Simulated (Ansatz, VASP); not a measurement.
Two plane-wave programs on Al2Ru

```xyz
3
Lattice="-1.5604 1.5604 4.2218 1.5604 -1.5604 4.2218 1.5604 1.5604 -4.2218" Properties=species:S:1:pos:R:3 pbc="T T T"
Al    0.0000    0.0000    5.5660
Al    0.0000    0.0000    2.8776
Ru    0.0000    0.0000    0.0000
```

The cell comes from a database or a generator and needn't be the stable form of this composition.

Alike in both runs: task single point; functional LDA; k mesh 8 × 8 × 8; occupations gaussian, width 0.1 eV; no spin polarisation.

|  | VASP | Ansatz |
| --- | --- | --- |
| version | VASP 6.6.1 | Ansatz 0.2.0 |
| potentials or method | VASP PAW LDA potentials, release 64 (Al, Ru_pv) | scalar-relativistic, plane waves, PAW |
| plane-wave cutoff (eV) | 520 | 420 |
| valence electrons in the cell | 20 | 22 |

Ansatz gave:

| Property | Result |
| --- | --- |
| gap on the k mesh at the Fermi level (eV) | none |
| pressure (GPa) | -4.6 |
| largest component of the traceless stress (GPa) | 0.80 |
| rms of the force components (eV/Å) | 0.072 |

Problem. What did VASP give for the same quantities?

Solution. gap on the k mesh at the Fermi level (eV): none; pressure (GPa): -4.2; largest component of the traceless stress (GPa): 0.79; rms of the force components (eV/Å): 0.064.

Atom by atom the forces differ by 0.008 eV/Å (rms over components). A gap of «none» marks a metal or a gap that the smearing closes. The two sets of potentials don't hold the same shells in valence.
